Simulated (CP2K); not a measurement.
## GaN under changes of volume

One of the cells (11.215 Å³/atom); the others are scaled copies at fixed shape and fractional positions:

```
Ga N
1.0
     3.16554    0.00000    0.00000
     1.58277    2.74144    0.00000
     1.58277    0.91381    2.58465
Ga N
1 1
Direct
  0.00000 0.00000 0.00000
  0.25000 0.25000 0.25000
```

The cell is a database's computed one.

- Program: CP2K 2026.2
- Functional: PBE
- Potentials or basis: POTENTIAL_UZH Ga GTH-PBE-q13, N GTH-PBE-q5; TZVP-MOLOPT-PBE-GTH basis
- Density cutoff: 6123 eV
- k mesh: 10 × 10 × 10
- Occupations: fermi-dirac, width 0.05 eV
- Spin: no spin polarisation

```csv
volume (Å³/atom),energy over the lowest point (meV/atom),pressure (GPa),gap on the mesh (eV)
10.757,68.60,21.2,2.09
10.986,39.76,15.9,1.95
11.215,?,?,?
11.444,7.34,7.1,1.69
11.673,0.00,3.3,1.57
```

Question: What does the run at 11.215 Å³/atom give?

Answer: Energy over the lowest point 20.38 meV/atom; pressure 11.3 GPa; gap on the mesh 1.82 eV.

Worked out: A Birch-Murnaghan fit of order 2 (a polynomial in V^(-2/3)) to the other rows has its minimum at 11.82 Å³/atom, just outside them, with B0 = V·E''(V) = 200 GPa. It gives 19.95 meV/atom at 11.215 Å³/atom, against the run's 20.38, and -dE/dV = 11.6 GPa, against 11.3. A straight line through the other rows of the gap, of slope -6.36 eV per unit of ln V (its deformation potential), gives 1.82 eV, against the run's 1.82.

Energies are extrapolated to zero smearing.

Caveats: the basis of atomic orbitals isn't converged, which shifts pressures, moduli and gaps; the real-space grid breaks the cell's symmetry a little.

Spin-orbit coupling on Ga is left out.
